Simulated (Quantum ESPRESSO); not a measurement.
Si2Mo:

```
CELL_PARAMETERS angstrom
-1.60000 1.60000 3.93050
1.60000 -1.60000 3.93050
1.60000 1.60000 -3.93050
ATOMIC_POSITIONS crystal
Mo 0.00000 0.00000 0.00000
Si 0.66700 0.66700 0.00000
Si 0.33300 0.33300 0.00000
```

* Program: Quantum ESPRESSO 7.5
* Task: single point
* Functional: PBEsol
* Potentials or basis: GBRV 1.5 PBEsol
* Cutoff: 612 eV
* Density cutoff: 4898 eV
* k mesh: 12 × 12 × 12
* Occupations: fermi-dirac, width 0.05 eV
* Spin: no spin polarisation

On this cell: pressure -3.1 GPa; largest force 0.327 eV/Å; band gap on the k mesh none (metal or under the smearing width).

The same run follows on a disturbed copy (atoms moved at random, drawn with an rms of 0.05 Å):

```xyz
3
Lattice="-1.6000 1.6000 3.9305 1.6000 -1.6000 3.9305 1.6000 1.6000 -3.9305" Properties=species:S:1:pos:R:3 pbc="T T T"
Mo   -0.0147    0.0359    0.0506
Si    0.0664    0.0136    5.2950
Si    0.0405   -0.0037    2.6189
```

What does the disturbed cell give?

The energy (extrapolated to zero smearing) moves by +19.8 meV/atom; pressure -2.8 GPa; largest force 0.955 eV/Å; band gap on the k mesh none (metal or under the smearing width).

Forces in eV/Å, atoms in the order of the input:
```
Mo   0.604 -0.268 -0.339
Si  -0.479  0.043 -0.580
Si  -0.125  0.225  0.919
```

Stress tensor (GPa, compression positive):
```
-2.43 -0.30 -0.23
-0.30 -2.25  0.07
-0.23  0.07 -3.73
```
